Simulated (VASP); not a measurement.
# ZnCu: intraband terms of a metal's spectrum

ZnCu, Pm-3m (no. 221), 2 atoms in the cell. PBE, independent-particle dielectric function; PAW potentials Zn, Cu (PBE set).

## Input

INCAR.step1:
```
SYSTEM = ZnCu
PREC = Accurate
ENCUT = 340
ISMEAR = 1
SIGMA = 0.1
EDIFF = 1E-7
LASPH = .TRUE.
KPAR = 4
LWAVE = .FALSE.
LCHARG = .TRUE.
LMAXMIX = 4
```

INCAR.step2:
```
SYSTEM = ZnCu
PREC = Accurate
ENCUT = 340
ISMEAR = 0
SIGMA = 0.3
EDIFF = 1E-6
LASPH = .TRUE.
KPAR = 4
LWAVE = .TRUE.
LCHARG = .FALSE.
LMAXMIX = 4
ICHARG = 11
NBANDS = 30
NEDOS = 3000
OMEGAMAX = 30
CSHIFT = 0.1
```

INCAR.step3, as INCAR.step2 but for:
```
- LWAVE = .TRUE.
+ LWAVE = .FALSE.
+ LOPTICS = .TRUE.
+ ALGO = None
+ NELM = 1
+ ISTART = 1
```

INCAR.step4, as INCAR.step3 but for:
```
+ WPLASMAI = 0.03
```

INCAR.step5 to INCAR.step6 change the same tag again: WPLASMAI = 0.1, 0.3.

INCAR.step7, as INCAR.step6 but for:
```
- WPLASMAI = 0.3
+ RTIME = 1
```

INCAR.step8, as INCAR.step7 but for:
```
- RTIME = 1
+ RTIME = 5
```

INCAR.step9, as INCAR.step8 but for:
```
- RTIME = 5
+ LNABLA = .TRUE.
```

INCAR.step10, as INCAR.step9 but for:
```
- ISMEAR = 0
- LNABLA = .TRUE.
+ ISMEAR = -5
```

KPOINTS.step1:
```
k-points
0
Gamma
  9 9 9
```

KPOINTS.step2:
```
k-points
0
Gamma
  18 18 18
```

POSCAR:
```
ZnCu
1.0
    2.9450000000      0.0000000000      0.0000000000
    0.0000000000      2.9450000000      0.0000000000
    0.0000000000      0.0000000000      2.9450000000
Zn Cu
1 1
Direct
    0.5000000000      0.5000000000      0.5000000000
    0.0000000000      0.0000000000      0.0000000000
```

Commands (each step's output is kept before the next begins):
```
cat potpaw_PBE.64/Zn/POTCAR potpaw_PBE.64/Cu/POTCAR > POTCAR
cp INCAR.step1 INCAR
cp KPOINTS.step1 KPOINTS
mpirun -np 4 vasp_std > vasp.out
cp INCAR.step2 INCAR
cp KPOINTS.step2 KPOINTS
mpirun -np 4 vasp_std > vasp.out
cp INCAR.step3 INCAR
mpirun -np 4 vasp_std > vasp.out
cp INCAR.step4 INCAR
mpirun -np 4 vasp_std > vasp.out
cp INCAR.step5 INCAR
mpirun -np 4 vasp_std > vasp.out
cp INCAR.step6 INCAR
mpirun -np 4 vasp_std > vasp.out
cp INCAR.step7 INCAR
mpirun -np 4 vasp_std > vasp.out
cp INCAR.step8 INCAR
mpirun -np 4 vasp_std > vasp.out
cp INCAR.step9 INCAR
mpirun -np 4 vasp_std > vasp.out
cp INCAR.step10 INCAR
mpirun -np 4 vasp_std > vasp.out
```

## Result

- Bands: 30

One ground state, settings moved in the last step alone:

| Settings | Plasma frequency (eV) | Im ε at 0.5 eV | Im ε at 1 eV | Im ε at 2 eV | Im ε at 4 eV | Time (s) |
|---|---|---|---|---|---|---|
| interband part alone | 9.19 | 24.3 | 1.7 | 3.1 | 8.2 | 18 |
| Drude term, WPLASMAI 0.03 | 9.19 | 44.5 | 4.3 | 3.4 | 8.2 | 15 |
| Drude term, WPLASMAI 0.1 | 9.19 | 89.3 | 10.1 | 4.2 | 8.3 | 13 |
| Drude term, WPLASMAI 0.3 | 9.19 | 173.3 | 25.0 | 6.2 | 8.6 | 13 |
| relaxation time RTIME 1 fs | 9.19 | 187.0 | 40.5 | 9.4 | 9.0 | 13 |
| relaxation time RTIME 5 fs | 9.19 | 107.5 | 12.7 | 4.5 | 8.4 | 13 |
| transversal form (LNABLA) | 9.35 | 25.3 | 1.8 | 3.2 | 8.2 | 12 |
| tetrahedron method | – | – | – | – | – | no result |

VASP 6.6.1 took 122 s on 4 cores (AMD EPYC 7R43 (Zen 3)), a shared host.
